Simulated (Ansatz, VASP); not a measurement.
**One calculation of Ta, two programs**

Contents of INCAR:

```
SYSTEM = Ta
ALGO = Normal ; EDIFF = 1E-6
ENCUT = 520 ; GGA = PE
ISIF = 2 ; ISMEAR = 0
LASPH = .TRUE. ; LCHARG = .FALSE.
LREAL = .FALSE. ; LWAVE = .FALSE.
NBANDS = 12 ; NELM = 60
PREC = Accurate ; SIGMA = 0.05
```

File KPOINTS:

```
k-points
0
G
  8 8 8
  0 0 0
```

The input POSCAR:

```
Ta
1.0
    0.0000000000      2.1263740686      2.1263740686
    2.1263740686      0.0000000000      2.1263740686
    2.1263740686      2.1263740686      0.0000000000
Ta
1
Direct
    0.0000000000      0.0000000000      0.0000000000
```

Input for Ansatz:

```yaml
crystal:
  lattice:
    - [0.0, 2.1263740686, 2.1263740686]
    - [2.1263740686, 0.0, 2.1263740686]
    - [2.1263740686, 2.1263740686, 0.0]
  atoms:
    - { symbol: Ta, position: [0.0, 0.0, 0.0] }
basis:
  ecutwfc: 600
  ecutrho_ratio: 5
kpoints:
  mp_grid: { grid: [8, 8, 8] }
hamiltonian:
  xc: pbe
scf:
  occupations: { method: gaussian, width: 0.05 }
output:
  forces: true
  stress: true
  eigenvalues: true
```

Alike in both runs: task single point; functional PBE; k mesh 8 × 8 × 8; occupations gaussian, width 0.05 eV; no spin polarisation.

```csv
,VASP,Ansatz
version,VASP 6.6.1,Ansatz 0.2.0
potentials or method,"VASP PAW PBE potentials, release 64 (Ta_pv)","scalar-relativistic, plane waves, PAW"
plane-wave cutoff (eV),520,600
valence electrons in the cell,11,13
```

|  | VASP | Ansatz | Ansatz less VASP |
| --- | --- | --- | --- |
| gap on the k mesh at the Fermi level (eV) | none | none | - |
| pressure (GPa) | -2.5 | -2.5 | 0.00 |

A gap of «none» marks a metal or a gap that the smearing closes. The two sets of potentials don't hold the same shells in valence.

The runs have no spin-orbit coupling, so splittings on Ta are missing.
